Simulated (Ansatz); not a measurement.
# ScAl3: the cost of one run

Method: DFT PBEsol, scalar-relativistic, plane waves, PAW, in Ansatz 0.2.0.

1 further run of the same task is left out (set aside as unsound or not needed). Runs told in other sessions of the task aren't counted.

## Step 1: Starting point

Symmetry: Pm-3m, No. 221, cubic system. Conventional cell: a = 4.071 Å, b = 4.071 Å, c = 4.071 Å, α = 90.00°, β = 90.00°, γ = 90.00°. Sc (site symmetry m-3m) has 12 Al at 2.88 Å in its first shell of neighbours. Al (site symmetry 4/mmm) has 4 Sc at 2.88 Å and 8 Al at 2.88 Å in its first shell of neighbours.

As a file:

```xyz
4
Lattice="4.0713 0.0000 0.0000 0.0000 4.0713 0.0000 0.0000 0.0000 4.0713" Properties=species:S:1:pos:R:3 pbc="T T T"
Sc    0.0000    0.0000    0.0000
Al    2.0356    0.0000    2.0356
Al    0.0000    2.0356    2.0356
Al    2.0356    2.0356    0.0000
```

It goes back to an entry of the Materials Project.

This cell was relaxed beforehand with the same method: volume 16.87 Å³/atom, gap on the mesh none (metal).

## Step 2: Zero of energy

Reference values: F = -3686.9138 eV; pressure 0.04 GPa; largest force 0.000 eV/Å; gap on the mesh none (metal). It was computed beforehand with the settings of the runs below.

## Step 3: Next: a one-atom displacement scan

Atom 1 (Sc) is moved by x along the Cartesian unit vector (0.707, -0.707, 0.000); the cell and all other atoms stay fixed. Forces below are components along that vector, summed over the moved atoms. In a periodic cell its images move with it.

## Step 4: At x = -0.100 Å

Contents of input.yaml:

```yaml
crystal:
  lattice:
    - [4.0712986163, 0.0, 0.0]
    - [0.0, 4.0712986163, 0.0]
    - [0.0, 0.0, 4.0712986163]
  atoms:
    - { symbol: Sc, position: [-0.0173680893, 0.0173680893, 0.0] }
    - { symbol: Al, position: [0.5, 0.0, 0.5] }
    - { symbol: Al, position: [0.0, 0.5, 0.5] }
    - { symbol: Al, position: [0.5, 0.5, 0.0] }
basis:
  ecutwfc: 420
kpoints:
  mp_grid: { grid: [12, 12, 12] }
hamiltonian:
  xc: pbesol
scf:
  occupations: { method: gaussian, width: 0.15 }
output:
  forces: true
  stress: true
  eigenvalues: true
  write_density: true
  write_potential: true
  elf: true
  volumetric_format: npy
```

The run is started by

```bash
$ ansatz run input.yaml --threads 1 --pin off --max-ram 2560MiB --backend cpu --events-out ev --progress --plain --runs-dir out
```

**Question.** How long does this run take on 1 thread of Arm Neoverse V2, shared host, and how much memory does it need?

About 35 s, with a peak of 0.56 GiB.
